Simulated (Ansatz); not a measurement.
Ansatz run on Te

System: Te (fcc type), 1 atom in the cell.

Ansatz input (lattice in Å, positions in fractions of it)
```yaml
crystal:
  lattice:
    - [0, 2.4187, 2.4187]
    - [2.4187, 0, 2.4187]
    - [2.4187, 2.4187, 0]
  atoms:
    - { symbol: Te, position: [0, 0, 0] }
kpoints:
  mp_grid: { grid: [4, 4, 4] }
hamiltonian:
  xc: pbe
  pseudopotentials: { kind: nc_fr }
scf:
  occupations: { method: fermi_dirac, width: 0.15 }
output:
  forces: true
  stress: true
  eigenvalues: true
magnetization:
  noncollinear: true
  spin_orbit: true
```

Computed with Ansatz, PBE with spin–orbit coupling, plane waves, norm-conserving pseudopotentials.

Results

| Property | Result |
| --- | --- |
| Plane-wave cutoff used | 1089 eV |
| Pressure | 0.58 GPa |
| Smearing term TS | 91.9 meV/atom |
| Valence electrons | 16 |
| Irreducible k-points | 8 |
| CPU time | roughly 3 core-seconds on a shared host |

Stress tensor in GPa, compression positive:
```
0.58 0.00 0.00
0.00 0.58 0.00
0.00 0.00 0.58
```

The stress includes the program's correction for the finite plane-wave basis.

The k-mesh is coarse, so these values belong to this mesh and can lie far from the converged ones. This cubic structure is a model: it isn't the usual form of the substance at ambient conditions, and such phases are metastable or hypothetical.
